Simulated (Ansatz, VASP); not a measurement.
# BN: VASP beside Ansatz

```
CELL_PARAMETERS angstrom
2.52318 0.00000 0.00000
-1.26159 2.18514 0.00000
0.00000 0.00000 4.17515
ATOMIC_POSITIONS crystal
B 0.66667 0.33333 0.99970
B 0.33333 0.66667 0.49970
N 0.66667 0.33333 0.62530
N 0.33333 0.66667 0.12530
```

Measurements of this composition are mostly on another form, of space group No. 194.

Alike in both runs: functional LDA; k mesh 12 × 12 × 6; occupations gaussian, width 0.02 eV; no spin polarisation.

Ansatz relaxed the structure, and its values are those at the end. VASP's run is a single point on that final structure, the one shown.

|  | VASP | Ansatz |
| --- | --- | --- |
| version | VASP 6.6.1 | Ansatz 0.2.0 |
| potentials or method | VASP PAW LDA potentials, release 64 (B, N) | scalar-relativistic, plane waves, PAW |
| plane-wave cutoff (eV) | 520 | 420 |
| valence electrons in the cell | 16 | 16 |

|  | VASP | Ansatz | Ansatz less VASP |
| --- | --- | --- | --- |
| gap on the k mesh at the Fermi level (eV) | 4.90 | 4.93 | +0.026 |
| least direct gap on the mesh (eV) | 8.28 | 8.29 | +0.011 |
| pressure (GPa) | 1.0 | 0.0 | -0.98 |

A k mesh can miss the band edges. As with any semilocal functional, this LDA gap is likely too small.
